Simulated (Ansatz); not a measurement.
## HfN in Ansatz: convergence with ecutrho ratio

The system is HfN.

```
CELL_PARAMETERS angstrom
0.00000 2.45482 2.45482
2.45482 0.00000 2.45482
2.45482 2.45482 0.00000
ATOMIC_POSITIONS crystal
Hf 0.99847 0.99706 0.99660
N 0.26378 0.24281 0.23936
```

The cell comes from a database or a generator and needn't be the stable form of this composition.

The cell isn't the ideal one: atoms moved at random, drawn with an rms of 0.05 Å.

```yaml
Program: Ansatz 0.2.0
Task: convergence study
Functional: r2SCAN
Potentials_or_basis: SPMS NC
Cutoff: 1034 eV
Density_cutoff: 4136 eV
k_mesh: 7 × 7 × 7
Occupations: gaussian, width 0.1 eV
Spin: no spin polarisation
```

These are the settings of the first run; the series varies ecutrho ratio, with any setting tied to it.

Hardware: 2 threads of Arm Neoverse V2 (shared host).

```csv
ecutrho ratio,"energy less the tightest run, at zero smearing (meV/atom)",SCF cycles,CPU time (s),peak memory (GiB)
4,0.00,7,33,0.61
5,0.00,7,35,0.7
6,0.00,7,35,0.71
8,0.00,7,40,0.94
10,0.00,7,44,1.2
12,0.00,7,47,1.3
```

Against the tightest run, the energy stays within 1 meV/atom from 4 on. The tightest run that finished is the yardstick and may itself not be fully converged.

Caveat, for the tightest run too: the meta-GGA runs on potentials made for a GGA. Spin-orbit coupling is left out, which matters for the levels of Hf.
